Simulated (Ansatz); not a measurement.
# CdTe (F-43m) in Ansatz: notebook, part 2 of 2

Ansatz 0.2.0.

**10. Band structure, PBE**

The input, input.yaml:

```yaml
crystal:
  lattice:
    - [0.0, 3.205, 3.205]
    - [3.205, 0.0, 3.205]
    - [3.205, 3.205, 0.0]
  atoms:
    - { symbol: Te, position: [0.75, 0.75, 0.75] }
    - { symbol: Cd, position: [0.0, 0.0, 0.0] }
hamiltonian:
  xc: pbe
  pseudopotentials: { kind: nc, source: spms }
kpoints:
  mp_grid: { grid: [7, 7, 7] }
  band_path:
    path:
      - [[0.0, 0.0, 0.0], [0.5, 0.0, 0.5], [0.5, 0.25, 0.75], [0.375, 0.375, 0.75], [0.0, 0.0, 0.0], [0.5, 0.5, 0.5], [0.625, 0.25, 0.625], [0.5, 0.25, 0.75], [0.5, 0.5, 0.5], [0.375, 0.375, 0.75]]
      - [[0.625, 0.25, 0.625], [0.5, 0.0, 0.5]]
    npoints: 14
scf:
  occupations: { method: fermi_dirac, width: 0.05 }
  n_extra_bands: 6
output:
  forces: true
  stress: true
  eigenvalues: true
  fatbands: false
```

Potentials or basis: SPMS NC.

Run with:

```console
$ ansatz run input.yaml --threads 2 --pin off --max-ram 5120MiB --backend cpu --events-out ev --progress --plain --runs-dir out
```

The program printed:

```text
Warning: RAYON_NUM_THREADS=2 ignored (pool sized by the plan → 2); use --threads N
scf.n_extra_bands = 6 over 18 filled bands (N_el = 36.0): the run solves 24 bands
Engine: ansatz 0.2.0, aarch64-unknown-linux-gnu
Pseudopotentials: kind: nc
Pseudopotential: Te, nc, valence charge 16, recommended cutoff 680.2846561497 eV (normal), Te.nc.azcp
Pseudopotential: Cd, nc, valence charge 20, recommended cutoff 653.073269903712 eV (normal), Cd.nc.azcp
Functional definition: PBE
  parameter kappa = 0.804
  parameter beta = 0.06672455060314922
  exchange = pbe_x(kappa = kappa, mu = beta*pi^2/3)
  correlation = pbe_c(beta = beta)
Crystal: 2 atoms, lattice volume = 65.844 Å³
Basis set: ecut = 680.2846561497 eV, 2685 PW (Γ), exchange–correlation on 80×80×80 points (8 copies of the dense FFT grid, shifted against one another)
Bands: 24, of which v1, the nominal top of the filled ones, is band 18 counted from 1 (17 counted from 0)
Symmetry: 24 space group operations
Space group: F-43m (ITA 216), of the structure as read, at distance tolerance 4.0e-5 Å
k-points: 20 of 343 (time reversal used)
Non-local potential: Te, projectors of the file, l = 0: 2, l = 1: 2, l = 2: 2
Non-local potential: Cd, projectors of the file, l = 0: 2, l = 1: 2, l = 2: 2
Initial density: superposition of atomic densities (chi_scale 0.1, normalization cell, long waves kept (reshape's long-wave potential 0.00 eV rms))
Initial wavefunctions: pseudopotential atomic-orbital guess
Functional: x = pbe(κ = 0.804, μ = 0.2195149727645171), c = pbe(β = 0.06672455060314922)
SCF iter   1: F=—  HF=-7273.213684 eV  |F-HF|=—  |Δ(HF+E_count)|=         —  Δρ=2.53e-2  dr2=2.62e-1  ethr=3.10e-3  ⟨swp⟩=6.4  Hψ=2366  notcnv=0
preconditioner: auto → none  [insulator: Δε(μ)=0.826 eV  Ē_g=13.091 eV  σ=0.050 eV  W_gap=1.00  n_scr=14 (ndim 8)  ℏωp=19.4 eV  f_vac=0.146  D(μ)=0.00/eV (n_scr^D=0)  ε∞_Penn≈3.2]
SCF iter   2: F=—  HF=-7273.154957 eV  |F-HF|=—  |Δ(HF+E_count)|=   5.87e-2  Δρ=9.13e-3  dr2=3.80e-2  ethr=7.27e-4  ⟨swp⟩=4.0  Hψ=1099  notcnv=0  defer=29
SCF iter   3: F=—  HF=-7273.152400 eV  |F-HF|=—  |Δ(HF+E_count)|=   2.56e-3  Δρ=3.82e-3  dr2=5.92e-3  ethr=1.06e-4  ⟨swp⟩=2.3  Hψ=721  notcnv=0  defer=29
SCF iter   4: F=—  HF=-7273.151695 eV  |F-HF|=—  |Δ(HF+E_count)|=   7.04e-4  Δρ=7.27e-4  dr2=1.05e-4  ethr=1.64e-5  ⟨swp⟩=2.9  Hψ=1058  notcnv=0  defer=29
SCF iter   5: F=—  HF=-7273.151732 eV  |F-HF|=—  |Δ(HF+E_count)|=   3.69e-5  Δρ=9.41e-5  dr2=2.85e-6  ethr=2.92e-7  ⟨swp⟩=2.0  Hψ=745  notcnv=0  defer=29
SCF iter   6: F=—  HF=-7273.151682 eV  |F-HF|=—  |Δ(HF+E_count)|=   5.08e-5  Δρ=1.67e-5  dr2=7.62e-8  ethr=2.78e-10  ⟨swp⟩=14.4  Hψ=3843  notcnv=0
SCF iter   7: F=-7273.151682 eV  HF=-7273.151682 eV  |F-HF|=7.01e-9  |Δ(HF+E_count)|=   7.87e-8  Δρ=3.49e-6  dr2=5.62e-9  ethr=2.12e-10  ⟨swp⟩=3.5  Hψ=1939  notcnv=0
SCF 1 converged in 7 iterations: F = -7273.151682 eV  dr2 = 5.62e-9
NSCF: frozen V_eff on 142 k-points
SCF converged after 7 iterations
Free energy (F): -7273.151682 eV
Harris-Foulkes:  -7273.151682 eV  (|F-HF|=7.01e-9)
Internal energy: -7273.151680 eV  (E = F + TS)
E sigma→0 (E₀):  -7273.151681 eV
Entropy (-TS):   -0.000002 eV (-0.001 meV/atom)
Fermi energy:    9.052882 eV
--- Per-component energies (eV) ---
  E_band       = -753.733135
  E_kinetic    = 2732.739803
  E_local      = -6363.139772  (includes V_loc(G=0)·N_el)
  E_nonlocal   = -814.147763
  E_hartree    = 2311.511130
  E_xc         = -1185.369776
  E_vxc        = -932.205079  (∫ρ·V_xc dr)
  E_ewald      = -3954.745301
  E_smearing   = -0.000002  (= −TS)
  E_closure    = -0.000000  (closes the sum)
  Σ components = -7273.151682   (vs F -7273.151682, Δ=0.00e0)
--- Forces (eV/Å), atoms counted from 1 ---
  atom   1  Te     0.00000000    -0.00000000     0.00000000
  atom   2  Cd    -0.00000000     0.00000000     0.00000000
  max |Σ_I F_I| component: 7.40e-17 eV/Å
--- Stress (GPa, compression-positive) ---
        4.305909      -0.000000      -0.000000
       -0.000000       4.305909       0.000000
        0.000000       0.000000       4.305909
  P = ⅓ Tr σ = 4.3059 GPa (43.059 kbar)
--- Band table (eV; the first three rows and the last of 20) ---
  k-point 0: bands = ["-93.6995", "-54.7307", "-54.7307", "-54.7307", "-27.5670", "-27.5670", "-27.5670", "-27.5575", "-27.5575", "-2.7819", "0.1920", "0.1920", "0.1920", "0.4780", "0.4780", "8.5888", "8.5888", "8.5888", "9.4551", "13.1936", "13.1936", "13.1936", "16.1539", "18.1298"]
  k-point 1: bands = ["-93.6995", "-54.7307", "-54.7307", "-54.7307", "-27.5670", "-27.5669", "-27.5669", "-27.5575", "-27.5575", "-2.7010", "0.2076", "0.2076", "0.2543", "0.4768", "0.4768", "7.1161", "8.4025", "8.4025", "10.4242", "13.2426", "13.4725", "13.4725", "17.0383", "17.2521"]
  k-point 2: bands = ["-93.6995", "-54.7308", "-54.7307", "-54.7307", "-27.5671", "-27.5668", "-27.5668", "-27.5574", "-27.5574", "-2.5182", "0.2391", "0.2391", "0.4707", "0.4788", "0.4788", "5.3723", "8.0454", "8.0454", "10.6136", "13.8144", "13.8144", "14.4146", "16.8164", "17.2712"]
  k-point 19: bands = ["-93.6995", "-54.7308", "-54.7308", "-54.7308", "-27.5671", "-27.5668", "-27.5663", "-27.5575", "-27.5572", "-2.2343", "0.3181", "0.3341", "0.4437", "0.4813", "1.0721", "4.2620", "5.9360", "6.6627", "12.3162", "13.4506", "14.5646", "15.3615", "17.6028", "18.9368"]
```

bands.tsv:

```text
# k_distance	band_0	band_1	band_2	band_3	band_4	band_5	band_6	band_7	band_8	band_9	band_10	band_11	band_12	band_13	band_14	band_15	band_16	band_17	band_18	band_19	band_20	band_21	band_22	band_23
[... 160 lines left out ...]
6.267447	-102.752415	-63.783709	-63.783645	-63.783645	-36.620520	-36.619189	-36.619184	-36.610543	-36.609875	-11.275635	-8.695870	-8.679117	-8.678267	-8.541256	-8.046642	-4.924278	-2.444869	-2.435461	2.088739	2.217645	8.512440	8.861449	8.892748	10.555804
6.292201	-102.752415	-63.783708	-63.783644	-63.783644	-36.620513	-36.619169	-36.619169	-36.610537	-36.609842	-11.275609	-8.695193	-8.678965	-8.678965	-8.541131	-8.047247	-4.924952	-2.437281	-2.437281	2.080991	2.209596	8.545420	8.882356	8.882356	10.547168
```

Run time: 14 s. Hardware: 2 threads of Arm Neoverse V1, shared host; peak memory 0.44 GiB.

Results:

| Item | Value |
| --- | --- |
| Free energy | -7273.1517 eV |
| Pressure | 4.3 GPa |
| Band gap on the k mesh | 0.87 eV, direct |
| Band gap along the path | 0.87 eV, direct |

Levels at the corners of the path, in eV from the valence-band top:
```csv
point,band 16,band 17,band 18,band 19,band 20,band 21
Γ,0.00,0.00,0.00,0.87,4.60,4.60
X,-4.46,-1.97,-1.97,2.55,2.67,9.01
W,-4.34,-2.45,-2.33,4.38,4.68,5.63
K,-4.36,-2.70,-1.64,2.89,4.57,7.44
Γ,0.00,0.00,0.00,0.87,4.60,4.60
L,-4.61,-0.82,-0.82,1.86,5.20,5.20
U,-4.36,-2.70,-1.64,2.89,4.57,7.44
W,-4.34,-2.45,-2.33,4.38,4.68,5.63
L,-4.61,-0.82,-0.82,1.86,5.20,5.20
K,-4.36,-2.70,-1.64,2.89,4.57,7.44
U,-4.36,-2.70,-1.64,2.89,4.57,7.44
X,-4.46,-1.97,-1.97,2.55,2.67,9.01
```

Caveat: spin-orbit coupling is left out, which moves the levels of the heavy elements.

**11. Comparison with measurements**

Step 10. A measured gap of CdTe is 1.607 eV (0 K; a printed reference work, data compilation); the calculated 0.87 eV misses it by -0.74 eV. Spin-orbit coupling on Cd, Te is left out. The value is that of PBE, without temperature or zero-point motion. Semilocal functionals fall short of measured gaps as a rule.
